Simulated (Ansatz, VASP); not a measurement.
One calculation of HfO2, two programs

```
Hf O
1.0
    -0.19339    2.36012    2.36012
     2.36012   -0.19339    2.36012
     2.36012    2.36012   -0.19339
Hf O
1 2
Direct
  0.00000 0.00000 0.00000
  0.25000 0.25000 0.25000
  0.75000 0.75000 0.75000
```

Alike in both runs: task single point; functional PBEsol; k mesh 8 × 8 × 8; occupations gaussian, width 0.05 eV; no spin polarisation.

|  | VASP | Ansatz |
| --- | --- | --- |
| version | VASP 6.6.1 | Ansatz 0.2.0 |
| potentials or method | VASP PAW PBE potentials, release 64 (Hf_pv, O) | scalar-relativistic, plane waves, PAW |
| plane-wave cutoff (eV) | 520 | 520 |
| valence electrons in the cell | 22 | 38 |

Ansatz gave:

```
gap on the k mesh at the Fermi level (eV) : 4.03
least direct gap on the mesh (eV)         : 4.03
rms of the force components (eV/Å)        : 1.231
```

Which values does VASP return?

gap on the k mesh at the Fermi level (eV): 4.08; least direct gap on the mesh (eV): 4.08; rms of the force components (eV/Å): 1.207.

Atom by atom the forces differ by 0.024 eV/Å (rms over components). The two sets of potentials don't hold the same shells in valence. Ansatz warned: «pseudo_functional_mismatch».

Caveats: the PAW data sets were made with another functional, which shifts forces and pressure a little (VASP); spin-orbit coupling is left out, which moves the levels of the heavy elements. A k mesh can miss the band edges.
